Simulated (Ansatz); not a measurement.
# SnSe (Fm-3m) in Ansatz: notebook

The runs below take SnSe through relaxation of cell and atoms, single point, with PBE+D3(BJ), BLYP, r2SCAN+D3(BJ), PBE.

Everything below comes from runs of Ansatz 0.2.0. Logs are shortened: lines on timing, memory, paths and dates and some standing lists are left out, and cuts for length are marked.

### 1 Starting point

Symmetry: Fm-3m, No. 225, cubic system. Conventional cell: a = 6.020 Å, b = 6.020 Å, c = 6.020 Å, α = 90.00°, β = 90.00°, γ = 90.00°. Sn (site symmetry m-3m) is surrounded by 6 Se at 3.01 Å. Se (site symmetry m-3m) is surrounded by 6 Sn at 3.01 Å.

Measurements of this composition are mostly on another form, of space group No. 62.

### 2 Relaxation of cell and atoms, PBE+D3(BJ)

input.yaml

```yaml
crystal:
  lattice:
    - [0.0, 3.01, 3.01]
    - [3.01, 0.0, 3.01]
    - [3.01, 3.01, 0.0]
  atoms:
    - { symbol: Sn, position: [0.0, 0.0, 0.0] }
    - { symbol: Se, position: [0.5, 0.5, 0.5] }
hamiltonian:
  xc: pbe
  pseudopotentials: { kind: paw }
  dispersion: d3bj
kpoints:
  mp_grid: { grid: [8, 8, 8] }
scf:
  occupations: { method: fermi_dirac, width: 0.05 }
output:
  forces: true
  stress: true
  write_density: true
  write_potential: true
  elf: true
  volumetric_format: npy
relax:
  f_tol: 0.01
  max_steps: 40
  cell: { stress_tol: 0.05 }
```

Potentials or basis: Ansatz PAW.

Run with:

```
> ansatz run input.yaml --threads 2 --pin off --max-ram 5120MiB --backend cpu --events-out ev --progress --plain --runs-dir out
```

Output:

```text
Warning: RAYON_NUM_THREADS=2 ignored (pool sized by the plan → 2); use --threads N
Engine: ansatz 0.2.0, aarch64-unknown-linux-gnu
Pseudopotentials: kind: paw
Pseudopotential: Sn, paw, valence charge 14, recommended cutoff 420 eV (normal), Sn.paw.azcp
Pseudopotential: Se, paw, valence charge 16, recommended cutoff 420 eV (normal), Se.paw.azcp
Functional definition: PBE
  parameter kappa = 0.804
  parameter beta = 0.06672455060314922
  exchange = pbe_x(kappa = kappa, mu = beta*pi^2/3)
  correlation = pbe_c(beta = beta)
Crystal: 2 atoms, lattice volume = 54.542 Å³
Basis set: ecut = 420 eV, 1067 PW (Γ), exchange–correlation on 60×60×60 points (8 copies of the dense FFT grid, shifted against one another)
Bands: 19, of which v1, the nominal top of the filled ones, is band 15 counted from 1 (14 counted from 0)
Symmetry: 48 space group operations
Space group: Fm-3m (ITA 225), of the structure as read, at distance tolerance 3.8e-5 Å
k-points: 29 of 512
Non-local potential: Sn, projectors of the file, l = 0: 2, l = 1: 2, l = 2: 2, l = 3: 2
Non-local potential: Se, projectors of the file, l = 0: 2, l = 1: 2, l = 2: 3, l = 3: 1
PAW form: soft (Blöchl's): semilocal exchange-correlation on the pseudo side does not see the compensation charge
PAW one-centre angular grid: Sn, 590 points (default); XC on 64 Gauss nodes
PAW one-centre angular grid: Se, 590 points (default); XC on 64 Gauss nodes
Initial density: superposition of atomic densities (neutral atoms: chi_scale 0, normalization atom), corrected by the library's trained network
Initial wavefunctions: pseudopotential atomic-orbital guess
Functional: x = pbe(κ = 0.804, μ = 0.2195149727645171), c = pbe(β = 0.06672455060314922)
SCF iter   1: F=—  HF=-11494.869060 eV  |F-HF|=—  |Δ(HF+E_count)|=         —  Δρ=4.32e-4  dr2=4.46e-5  ethr=1.77e-3  ⟨swp⟩=5.9  Hψ=2651  notcnv=0
preconditioner: auto → none  [insulator: Δε(μ)=0.582 eV  Ē_g=17.403 eV  σ=0.050 eV  W_gap=0.99  n_scr=14 (ndim 8)  ℏωp=22.5 eV  f_vac=0.016  D(μ)=0.00/eV (n_scr^D=0)  ε∞_Penn≈2.7]
SCF iter   2: F=—  HF=-11494.868197 eV  |F-HF|=—  |Δ(HF+E_count)|=   8.63e-4  Δρ=3.38e-4  dr2=3.89e-5  ethr=1.49e-7  ⟨swp⟩=3.0  Hψ=1313  notcnv=0
SCF iter   3: F=—  HF=-11494.868200 eV  |F-HF|=—  |Δ(HF+E_count)|=   3.31e-6  Δρ=1.95e-4  dr2=1.05e-5  ethr=1.30e-7  ⟨swp⟩=2.8  Hψ=1107  notcnv=0
SCF iter   4: F=—  HF=-11494.868221 eV  |F-HF|=—  |Δ(HF+E_count)|=   2.03e-5  Δρ=6.03e-5  dr2=1.19e-6  ethr=3.51e-8  ⟨swp⟩=2.0  Hψ=987  notcnv=0
SCF iter   5: F=—  HF=-11494.868223 eV  |F-HF|=—  |Δ(HF+E_count)|=   2.46e-6  Δρ=2.99e-5  dr2=4.50e-7  ethr=3.96e-9  ⟨swp⟩=2.2  Hψ=747  notcnv=0
SCF iter   6: F=-11494.868223 eV  HF=-11494.868223 eV  |F-HF|=3.05e-8  |Δ(HF+E_count)|=   3.58e-7  Δρ=6.25e-6  dr2=1.88e-8  ethr=3.33e-10  ⟨swp⟩=6.2  Hψ=3498  notcnv=0
SCF 1 converged in 6 iterations: F = -11494.868223 eV  dr2 = 1.88e-8
[... 30 lines left out ...]
SCF iter   4: F=—  HF=-11494.873155 eV  |F-HF|=—  |Δ(HF+E_count)|=   2.85e-9  Δρ=7.89e-7  dr2=1.64e-10  ethr=2.72e-11  ⟨swp⟩=2.0  Hψ=986  notcnv=0
SCF iter   5: F=-11494.873155 eV  HF=-11494.873155 eV  |F-HF|=9.09e-12  |Δ(HF+E_count)|=  1.26e-10  Δρ=1.29e-7  dr2=5.50e-12  ethr=1.00e-12  ⟨swp⟩=6.3  Hψ=2417  notcnv=0
SCF 4 converged in 5 iterations: F = -11494.873155 eV  dr2 = 5.50e-12
relax step   4: F+E_penalty+E_count = -11494.87315500 eV  Δ(F+E_penalty+E_count) = +1.841e-4 eV  max|allowed force component| = 6.492e-31 eV/Å  Δτ_max = 0.0000 Å  P = -0.023 GPa  Ω = 53.286 Å³  stress off target by 2.28e-2 GPa  SCF on the basis re-selected at this cell (its energy is not comparable with the rows above)  (5 SCF iters)
basis re-selected at this cell: Δ(F+E_penalty+E_count) = +1.841e-4 eV, ΔP = +0.000 GPa vs the last step (what re-selecting the basis moved, of the pressure what is left beyond the Pulay correction that the steps carried, after the strain that the cell walked since its last selection, with what the two solves' SCF thresholds leave and, on support functions, any second-order correction that the steps lacked; it is no measure of the basis error at this ecutwfc). This SCF's stress stands 2.28e-2 GPa from its target on what of the cell is left free (relax.cell.stress_tol is 5.00e-2 GPa) and its largest allowed force component is 6.49e-31 eV/Å (relax.f_tol is 1.00e-2 eV/Å): within both
SCF converged after 5 iterations
Free energy (F): -11494.873155 eV
Harris-Foulkes:  -11494.873155 eV  (|F-HF|=9.09e-12)
Internal energy: -11494.873120 eV  (E = F + TS)
E sigma→0 (E₀):  -11494.873137 eV
Entropy (-TS):   -0.000035 eV (-0.018 meV/atom)
Fermi energy:    9.710400 eV
--- Per-component energies (eV) ---
  E_band       = -467.466717
  E_kinetic    = 303.808027
  E_local      = -3285.535902  (includes V_loc(G=0)·N_el)
  E_nonlocal   = -628.510226
  E_hartree    = 1734.257657
  E_xc         = -487.909321
  E_vxc        = -195.265513  (∫ρ·V_xc dr)
  E_paw        = -6043.998742  (= ΣΔE_a)
  E_vpaw       = -130.477745  (= ΣTr[D̂ρ^β])
  E_aug_tail   = -0.000628  (compensation charges beyond the density's cutoff)
  E_ewald      = -3086.260053
  E_disp       = -0.723932  (pairwise vdW)
  E_smearing   = -0.000035  (= −TS)
  E_closure    = 0.000000  (closes the sum)
  Σ components = -11494.873155   (vs F -11494.873155, Δ=0.00e0)
--- Forces (eV/Å), atoms counted from 1 ---
  atom   1  Sn    -0.00000000     0.00000000    -0.00000000
  atom   2  Se     0.00000000    -0.00000000    -0.00000000
  max |Σ_I F_I| component: 1.30e-30 eV/Å
--- Stress (GPa, compression-positive) ---
       -0.022772      -0.000000      -0.000000
       -0.000000      -0.022772      -0.000000
       -0.000000       0.000000      -0.022772
  P = ⅓ Tr σ = -0.0228 GPa (-0.228 kbar)
--- Band table (eV; the first three rows and the last of 29) ---
  k-point 0: bands = ["-38.3123", "-38.3123", "-38.3105", "-38.3105", "-38.3105", "-12.1837", "-12.1837", "-12.1837", "-12.1822", "-12.1822", "-4.6082", "4.4305", "7.1637", "7.1637", "7.1637", "13.8290", "13.8290", "13.8290", "15.2651"]
  k-point 1: bands = ["-38.3123", "-38.3123", "-38.3105", "-38.3105", "-38.3105", "-12.1839", "-12.1839", "-12.1833", "-12.1812", "-12.1812", "-4.4942", "3.7959", "7.1835", "7.1835", "7.6688", "12.9275", "13.0646", "13.0646", "15.2628"]
  k-point 2: bands = ["-38.3123", "-38.3123", "-38.3105", "-38.3105", "-38.3105", "-12.1870", "-12.1870", "-12.1824", "-12.1763", "-12.1763", "-4.1863", "2.6462", "7.2508", "7.2508", "8.4567", "11.6193", "11.8807", "11.8807", "15.5761"]
  k-point 28: bands = ["-38.3123", "-38.3122", "-38.3104", "-38.3104", "-38.3103", "-12.2043", "-12.1813", "-12.1779", "-12.1779", "-12.1644", "-3.2986", "2.4492", "4.5767", "4.5767", "8.6189", "10.9355", "14.2352", "14.2352", "16.7335"]
--- Relaxed structure (3 steps of the walk, 3 accepted, 1 SCFs on fresh bases) ---
  F+E_penalty+E_count = -11494.87315500 eV   max|allowed force component| = 6.492e-31 eV/Å   (the final SCF, on the basis selected at the relaxed cell)
  cell:  # Å, volume = 53.2858 Å³
    - [-6.496599341941876e-34, 2.9867158511120935, 2.9867158511120935]
    - [2.9867158511120935, -2.8024546180925743e-34, 2.9867158511120935]
    - [2.9867158511120935, 2.9867158511120935, -3.694144723849303e-34]
  atoms:
    - { symbol: Sn, position: [5.998535956374155e-36, -5.332031961225807e-36, -1.1330567917580945e-35] }
    - { symbol: Se, position: [0.5, 0.5, 0.5] }
```

rho_z.tsv:

```text
# z_ang	rho[e/angstrom^3]
# format = ansatz-planar-average/11
# lattice	-0.000000000	2.986715851	2.986715851
# lattice	2.986715851	-0.000000000	2.986715851
# lattice	2.986715851	2.986715851	-0.000000000
# sites	2
# site	50	-0.000000000	-0.000000000	0.000000000
# site	34	2.986715851	2.986715851	2.986715851
0.000000	8.589593e-1
0.140795	8.177738e-1
0.281590	7.093504e-1
0.422385	5.704428e-1
0.563181	4.388339e-1
0.703976	3.378214e-1
[... 22 lines left out ...]
3.942264	7.093504e-1
4.083059	8.177738e-1
```

v_z.tsv:

```text
# z_ang	v_es[eV]	v_tot[eV]
# format = ansatz-planar-average/11
# xc	pbe
# density_cutoff_ev	1680
# datasets	Sn=:simpson_from_first_knot:soft	Se=:simpson_from_first_knot:soft
# lattice	-0.000000000	2.986715851	2.986715851
# lattice	2.986715851	-0.000000000	2.986715851
# lattice	2.986715851	2.986715851	-0.000000000
# sites	2
# site	50	-0.000000000	-0.000000000	0.000000000
# site	34	2.986715851	2.986715851	2.986715851
0.000000	8.862577e0	-2.089303e0
0.140795	8.697665e0	-2.174210e0
0.281590	8.260277e0	-2.388733e0
0.422385	7.701530e0	-2.625214e0
0.563181	7.210460e0	-2.755494e0
0.703976	6.943818e0	-2.688395e0
[... 22 lines left out ...]
3.942264	8.260277e0	-2.388733e0
4.083059	8.697665e0	-2.174210e0
```

It took 3.7 s on 2 threads of Arm Neoverse V1, shared host; peak memory 0.35 GiB.

Results:

```yaml
Free_energy: -11494.8732 eV
Relaxed_volume: 26.64 Å³/atom
Relaxed_cell: a = 4.224 Å, b = 4.224 Å, c = 4.224 Å, α = 60.00°, β = 60.00°, γ = 60.00°
Space_group_after_relaxing_to_0.05_Å: Fm-3m (No. 225)
Energy_gained_by_relaxing: 2.5 meV/atom
Ionic_steps: 4
Pressure_after_relaxing: 0.0 GPa
Band_gap_on_the_k_mesh: 0.69 eV, direct
```

The path:
| step | energy change (eV) | largest force (eV/Å) | volume (Å³) |
| --- | --- | --- | --- |
| 1 | 0.0000 | 0.0000 | 54.54 |
| 2 | -0.0043 | 0.0000 | 52.72 |
| 3 | -0.0051 | 0.0000 | 53.29 |
| 4 | -0.0049 | 0.0000 | 53.29 |

Final structure:
```
CELL_PARAMETERS angstrom
0.00000 2.98672 2.98672
2.98672 0.00000 2.98672
2.98672 2.98672 0.00000
ATOMIC_POSITIONS crystal
Sn 0.00000 0.00000 0.00000
Se 0.50000 0.50000 0.50000
```

Levels at points of the mesh, in eV from the valence-band top:
| k point | band 11 | band 12 | band 13 | band 14 | band 15 | band 16 | band 17 | band 18 | band 19 |
| --- | --- | --- | --- | --- | --- | --- | --- | --- | --- |
| (0.00, 0.00, 0.00) | -14.01 | -4.97 | -2.24 | -2.24 | -2.24 | 4.43 | 4.43 | 4.43 | 5.86 |
| (0.00, 0.00, -0.50) | -13.03 | -8.15 | -1.99 | -1.99 | 0.00 | 0.69 | 1.26 | 1.26 | 8.33 |
| (0.00, -0.50, -0.50) | -12.73 | -5.99 | -5.61 | -3.73 | -3.73 | 2.97 | 5.50 | 5.50 | 6.14 |

Caveat: the plane-wave basis is chosen anew once the cell has moved, so the energies of steps on either side of that aren't comparable; spin-orbit coupling is left out, which moves the levels of the heavy elements.

[end of part 1 of 2]
